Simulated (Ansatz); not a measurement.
## Pressure against volume: Sn

```
Sn
1.0
    -1.59075    1.59075    2.91565
     1.59075   -1.59075    2.91565
     1.59075    1.59075   -2.91565
Sn
1
Direct
  0.00000 0.00000 0.00000
```

The cell is COD entry 1540069, as deposited and not checked against the literature; nothing was relaxed.

No spin–orbit coupling, which matters for the heavy atoms here.

Methods: DFT, PBE, all-electron LAPW, scalar-relativistic (Ansatz 0.2.0); DFT, PBE, PAW with Ansatz's default frozen-core files, scalar-relativistic (Ansatz 0.2.0).

For LAPW: a Γ-centred 18×18×18 k mesh, Fermi–Dirac smearing of 0.03 eV, basis error target 1 meV/atom, no spin polarisation. PAW takes a cutoff of 420 eV at this cell. The Ansatz runs share mesh, smearing and spin set-up. Plane-wave (PAW) pressures include the program's estimate of the Pulay term.

The cell above is scaled evenly, with fractional coordinates and shape held.

```tsv
V/V(cell)	V (Å³/atom)	P, LAPW (GPa)	P, PAW (GPa)
0.9400	27.741	1.08	1.08
0.9405	27.756	1.06	1.05
0.9600	28.332	0.06	0.05
0.9700	28.627	-0.41	-0.41
0.9800	28.922	-0.85	-0.85
0.9900	29.217	-1.26	-1.26
1.0000	29.512	-1.64	-1.64
1.0100	29.807	-2.00	-2.00
1.0200	30.102	?	?
1.0300	30.397	-2.67	-2.67
1.0400	30.693	-2.98	-2.98
1.0600	31.283	-3.55	-3.55
```

Q: Fill in the row V/V(cell) = 1.0200.

A: P, LAPW (GPa) = -2.34, P, PAW (GPa) = -2.34.

Q: What do Birch–Murnaghan fits to the pressures give?

A: LAPW: V0 = 28.37 Å³/atom, B0 = 46 GPa, B0′ = 4.8; PAW: V0 = 28.37 Å³/atom, B0 = 46 GPa, B0′ = 4.8.

PAW's V0 lies 0.00 % from the all-electron value and its B0 -0.1 %. With shape and internal coordinates held, B0 is an upper bound to the relaxed modulus.
